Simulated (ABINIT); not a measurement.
Runs of ABINIT 10.8.3 (patched build) on HfN. Symmetry: Fm-3m, No. 225, cubic system. Conventional cell: a = 4.512 Å, b = 4.512 Å, c = 4.512 Å, α = 90.00°, β = 90.00°, γ = 90.00°. Hf (site symmetry m-3m) has 6 N at 2.26 Å as nearest neighbours. N (site symmetry m-3m) is surrounded by 6 Hf at 2.26 Å. 

```csv
task,level,potentials or basis,spin,k mesh,cutoff (eV),fine-grid cutoff,mesh quality,gap on the mesh (eV),pressure (GPa),V0 of scaled cells (Å³/atom),B0 (GPa)
band structure,revPBE,JTH PAW PBE v2.0,"SOC, no magnetisation",10 × 10 × 10,707,1306.15 eV,not flagged,none,8.3,-,-
single point,r2SCAN,JTH PAW PBE v2.0,off,4 × 4 × 4,844,1442.2 eV,coarse,none,(b),-,-
band structure,PBEsol,JTH PAW PBE v2.0,off,10 × 10 × 10,707,1306.15 eV,not flagged,none,-3.3,-,-
equation of state,BP86+D3,JTH PAW PBE v2.0,off,10 × 10 × 10,707,1306.15 eV,not flagged,-,-,11.24,296
band structure,PBEsol,PseudoDojo NC SR PBEsol v0.4.1 standard,off,10 × 10 × 10,1143,-,not flagged,none,-2.8,-,-
single point,LDA,JTH PAW LDA v2.0,off,8 × 8 × 8,680,1278.94 eV,not flagged,none,-,-,-
equation of state,BP86+D3(BJ),JTH PAW PBE v2.0,off,10 × 10 × 10,707,1306.15 eV,not flagged,-,-,11.14,(a)
```

Alike in all rows: cell as given; smearing fermi-dirac 0.05 eV.

Estimate the missing entries.

(a) 300; (b) 3.1.

Caveats: some runs use coarse meshes; the PAW data sets were made with another functional, which shifts forces and pressure a little (some runs); spin-orbit coupling is left out, which moves the levels of the heavy elements (some runs); pressures at fixed basis lie under the slope of the energies (some runs).

A k mesh can miss the band edges, and rows without SOC leave out spin-orbit coupling on Hf.

A gap of «none» marks a metal or a gap under the smearing width.

Runs at the PBE level aren't shown here.
